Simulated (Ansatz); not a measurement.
## A point defect in AlN

The calculation used DFT PBE, scalar-relativistic, plane waves, PAW in Ansatz. Run with 420 eV cutoff, 2×2×2 k-mesh, shifted by half a step, Gaussian smearing of 0.01 eV, collinear spin in charge 0, +2 alone.

Host crystal, relaxed:

```
CELL_PARAMETERS angstrom
3.13021 0.00000 0.00000
-1.56510 2.71084 0.00000
0.00000 0.00000 5.01804
ATOMIC_POSITIONS crystal
Al 0.66667 0.33333 0.49923
Al 0.33333 0.66667 0.99923
N 0.66667 0.33333 0.88077
N 0.33333 0.66667 0.38077
```

Supercell of 48 atoms, rows in host cell vectors: 0 -2 1; 2 2 1; -2 0 1. Atoms relax at the host's cell, keeping the symmetry that the supercell leaves at the site. The cell is small, so energies carry finite-size errors of tenths of an eV. The host's Kohn–Sham gap is 4.03 eV. Atoms are taken from and returned to the elements' standard states. Charged cells are corrected for image charges with the computed static dielectric tensor (mean 8.8) and aligned with the host's potential at far atoms (alignment terms reach 0.66 eV; the program doubts the alignment in some charges, where it is up to 0.27 eV). No band-filling term is added, and the Fermi level counts from the host's valence band top.

The defect is an interstitial at (0.000, 0.000, 0.208) of the host cell.

```json
{"charge": "+3", "E_f at the valence band top (eV)": "0.05", "over the neutral state (eV)": "-10.05", "moment (μB)": "0.00", "largest move (Å)": "0.37", "atoms near the site": "3 N at 1.92 Å, 3 N at 2.25 Å, 3 Al at 2.35 Å"}
{"charge": "+2", "E_f at the valence band top (eV)": "2.90", "over the neutral state (eV)": "-7.20", "moment (μB)": "1.00", "largest move (Å)": "0.27", "atoms near the site": "3 N at 1.85 Å"}
{"charge": "+1", "E_f at the valence band top (eV)": "5.53", "over the neutral state (eV)": "-4.57", "moment (μB)": "0.00", "largest move (Å)": "0.34", "atoms near the site": "3 N at 1.86 Å, 3 Al at 2.38 Å, 3 Al at 2.40 Å"}
{"charge": "0", "E_f at the valence band top (eV)": "10.10", "over the neutral state (eV)": "0.00", "moment (μB)": "1.00", "largest move (Å)": "0.44", "atoms near the site": "3 N at 1.90 Å, 3 Al at 2.31 Å, 3 Al at 2.38 Å"}
```

Among the charges computed the stable one is +3 at the valence band top, changing to +1 at 2.74 eV. Other sites of the defect weren't tried.

Task: Which element is it? Judge by the nearest distance in charge 0 and covalent radii.
A. In
B. Al
C. Cs
D. Y
E. Mn

Result: B. The nearest neighbour is N at 1.90 Å, and the summed covalent radii with N are 1.92 Å for Al, 3.15 Å for Cs, 2.13 Å for In, 2.10 Å for Mn, 2.61 Å for Y, so Al fits best. Bonds can miss such sums by a tenth of an ångström or more.